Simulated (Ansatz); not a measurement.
# BeH2 (fluorite type): maximally localised Wannier functions

Where do the localised orbitals of BeH2 (fluorite type) sit, how far are they spread, and how do the settings change that? Plan: PBE, anion s p, 8×8×8; PBE, anion s p, 6×6×6; PBE, anion s p, 10×10×10; PBE, all s p, disentangled, 8×8×8; r2SCAN, anion s p, 8×8×8; r2SCAN, cation s and anion p, disentangled, 8×8×8 (level, trial orbitals, Wannier mesh).

Method: plane waves, PAW, in Ansatz 0.2.0.

1 further run of the same task is left out (it didn't finish). Runs told in other sessions of the task aren't counted.

## Step 1: The system as given

The structure is cubic, space group Fm-3m (No. 225). The conventional cell has a = 3.950 Å, b = 3.950 Å, c = 3.950 Å, α = 90.00°, β = 90.00°, γ = 90.00°. Be (site symmetry m-3m) has 8 H at 1.71 Å in its first shell of neighbours. Around H (site symmetry -43m) lie 4 Be at 1.71 Å.

Coordinates:

```cif
data_structure
_symmetry_space_group_name_H-M 'Fm-3m'
_symmetry_Int_Tables_number 225
_cell_length_a 3.9499
_cell_length_b 3.9499
_cell_length_c 3.9499
_cell_angle_alpha 90.000
_cell_angle_beta 90.000
_cell_angle_gamma 90.000
_cell_volume 61.62
loop_
_atom_site_label
_atom_site_type_symbol
_atom_site_symmetry_multiplicity
_atom_site_Wyckoff_symbol
_atom_site_fract_x
_atom_site_fract_y
_atom_site_fract_z
_atom_site_occupancy
Be1 Be 4 a 0.00000 0.00000 0.00000 1
H1 H 8 c 0.25000 0.75000 0.75000 1
```

Cell and atoms come from an earlier r2SCAN relaxation.

## Step 2: PBE, anion s p, 8×8×8

The input, input.yaml:

```yaml
crystal:
  lattice:
    - [0.0, 1.9749473532, 1.9749473532]
    - [1.9749473532, 0.0, 1.9749473532]
    - [1.9749473532, 1.9749473532, 0.0]
  atoms:
    - { symbol: Be, position: [0.0, 0.0, 0.0] }
    - { symbol: H, position: [0.25, 0.25, 0.25] }
    - { symbol: H, position: [0.75, 0.75, 0.75] }
kpoints:
  mp_grid: { grid: [8, 8, 8] }
  band_path:
    path:
      - [[0.0, 0.0, 0.0], [0.5, 6.708010349828e-34, 0.5], [0.625, 0.25, 0.625]]
      - [[0.375, 0.375, 0.75], [0.0, 0.0, 0.0], [0.5, 0.5, 0.5], [0.5, 0.25, 0.75], [0.5, 6.708010349828e-34, 0.5]]
    npoints: 10
hamiltonian:
  xc: pbe
scf:
  occupations: { method: fermi_dirac, width: 0.02 }
  n_extra_bands: 6
output:
  forces: false
  stress: false
  eigenvalues: true
  wannier:
    kmesh: [8, 8, 8]
    projections: [{ species: H, l: s, shell: 1 }]
    minimise: true
    write_hr: true
    conv_tol: 1.0e-08
    max_iter: 3000
```

Started as:

```sh
$ ansatz run input.yaml --threads 4 --pin off --max-ram 3686MiB --backend cpu --events-out ev --progress --plain --runs-dir out
```

After this run come: PBE, anion s p, 6×6×6; PBE, anion s p, 10×10×10; PBE, all s p, disentangled, 8×8×8; r2SCAN, anion s p, 8×8×8; r2SCAN, cation s and anion p, disentangled, 8×8×8.

Before running them: what should the planned runs give, taken together? Wanted: total spread, PBE, anion s p, 8×8×8; total spread, PBE, anion s p, 6×6×6; total spread, PBE, anion s p, 10×10×10; total spread, PBE, all s p, disentangled, 8×8×8; total spread, r2SCAN, anion s p, 8×8×8; total spread, r2SCAN, cation s and anion p, disentangled, 8×8×8; centres of the first set.

The runs gave:

| quantity | value |
| --- | --- |
| total spread, PBE, anion s p, 8×8×8 | 2.70 Å² over 2 functions |
| total spread, PBE, anion s p, 6×6×6 | 2.57 Å² over 2 functions |
| total spread, PBE, anion s p, 10×10×10 | 2.77 Å² over 2 functions |
| total spread, PBE, all s p, disentangled, 8×8×8 | 8.73 Å² over 6 functions |
| total spread, r2SCAN, anion s p, 8×8×8 | 2.59 Å² over 2 functions |
| total spread, r2SCAN, cation s and anion p, disentangled, 8×8×8 | 9.44 Å² over 1 functions |
| centres of the first set | on atoms |

What this shows: With PBE, anion s p, 8×8×8 the 2 functions stay on atoms, with a mean spread of 1.35 Å²; 99 % of the total is gauge invariant. The total spread goes from 2.57 Å² on 6×6×6 to 2.77 Å² on 10×10×10: finite differences in k understate it on coarse meshes, while the largest miss of a band goes from 0.08 to 0.01 eV. On one set and mesh the functional gives 2.70 (PBE), 2.59 (r2SCAN) Å². The disentangled models miss some band by up to 4.8 eV, which may lie outside their frozen windows.
